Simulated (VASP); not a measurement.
Set up this calculation in VASP 6.6.1, as the native input.

| Property | Result |
| --- | --- |
| Task | band structure |
| Functional | TB-mBJ |
| Potentials or basis | VASP PAW PBE potentials, release 64 (Ge_d) |
| Cutoff | 520 eV |
| k mesh | 8 × 8 × 4 |
| Occupations | gaussian, width 0.02 eV |
| Spin | no spin polarisation |
| Ladder | gaps |
| Further INCAR settings | ALGO = Normal; EDIFF = 1e-07; NBANDS = 36 |

Ge:

```
CELL_PARAMETERS angstrom
3.99759 0.00000 0.00000
-1.99879 3.46201 0.00000
0.00000 0.00000 6.59938
ATOMIC_POSITIONS crystal
Ge 0.33333 0.66667 0.93710
Ge 0.66667 0.33333 0.43710
Ge 0.33333 0.66667 0.56290
Ge 0.66667 0.33333 0.06290
```

This isn't the form of Ge at room conditions, which is diamond.

The input as run:

POSCAR

```
Ge
1.0
    3.9975858431      0.0000000000      0.0000000000
   -1.9987929216      3.4620108940      0.0000000000
    0.0000000000      0.0000000000      6.5993779500
Ge
4
Direct
    0.3333333333      0.6666666667      0.9370987500
    0.6666666667      0.3333333333      0.4370987500
    0.3333333333      0.6666666667      0.5629012500
    0.6666666667      0.3333333333      0.0629012500
```

INCAR.step1

```
ALGO     = Normal         # electronic algorithm
EDIFF    = 1E-5           # SCF threshold, eV
ENCUT    = 520            # plane-wave cutoff, eV
GGA      = PE             # functional
ISIF     = 2              # what is computed and relaxed
ISMEAR   = 0              # smearing method
LASPH    = True           # aspherical terms in the spheres
LCHARG   = False          # write CHGCAR
LREAL    = False          # projectors in reciprocal space
LWAVE    = True           # write WAVECAR
NBANDS   = 36             # bands
NELM     = 60             # most SCF steps
PREC     = Accurate       # precision mode
SIGMA    = 0.02           # smearing width, eV
```

INCAR.step2

```
ALGO     = Normal         # electronic algorithm
EDIFF    = 1E-7           # SCF threshold, eV
ENCUT    = 520            # plane-wave cutoff, eV
ISIF     = 2              # what is computed and relaxed
ISMEAR   = 0              # smearing method
ISTART   = 1            
LASPH    = True           # aspherical terms in the spheres
LCHARG   = False          # write CHGCAR
LREAL    = False          # projectors in reciprocal space
LWAVE    = False          # write WAVECAR
METAGGA  = MBJ            # meta-GGA
NBANDS   = 36             # bands
NELM     = 60             # most SCF steps
PREC     = Accurate       # precision mode
SIGMA    = 0.02           # smearing width, eV
```

KPOINTS

```
k-points
0
Gamma
  8 8 4
```

KPOINTS_OPT

```
path GMKGALHA,LM,KH
10
line-mode
reciprocal
 0.0000000000  0.0000000000  0.0000000000  G
 0.5000000000  0.0000000000  0.0000000000  M

 0.5000000000  0.0000000000  0.0000000000  M
 0.3333333333  0.3333333333  0.0000000000  K

 0.3333333333  0.3333333333  0.0000000000  K
 0.0000000000  0.0000000000  0.0000000000  G

 0.0000000000  0.0000000000  0.0000000000  G
 0.0000000000  0.0000000000  0.5000000000  A

 0.0000000000  0.0000000000  0.5000000000  A
 0.5000000000  0.0000000000  0.5000000000  L

 0.5000000000  0.0000000000  0.5000000000  L
 0.3333333333  0.3333333333  0.5000000000  H

 0.3333333333  0.3333333333  0.5000000000  H
 0.0000000000  0.0000000000  0.5000000000  A

 0.5000000000  0.0000000000  0.5000000000  L
 0.5000000000  0.0000000000  0.0000000000  M

 0.3333333333  0.3333333333  0.0000000000  K
 0.3333333333  0.3333333333  0.5000000000  H
```

Potentials or basis: VASP PAW PBE potentials, release 64 (Ge_d).

Run with:

```console
$ cat potpaw_PBE.64/Ge_d/POTCAR > POTCAR
$ cp INCAR.step1 INCAR
$ mpirun -np 1 vasp_std > vasp.out
$ cp INCAR.step2 INCAR
$ mpirun -np 1 vasp_std > vasp.out
```

Results of the run:

```
Band gap on the k mesh  : 0.34 eV, direct
Band gap along the path : 0.34 eV, direct
```

It took 4.6 min on 1 thread of Intel(R) Xeon(R) Platinum 8559C (Emerald Rapids) (shared host), peak memory 0.27 GiB.
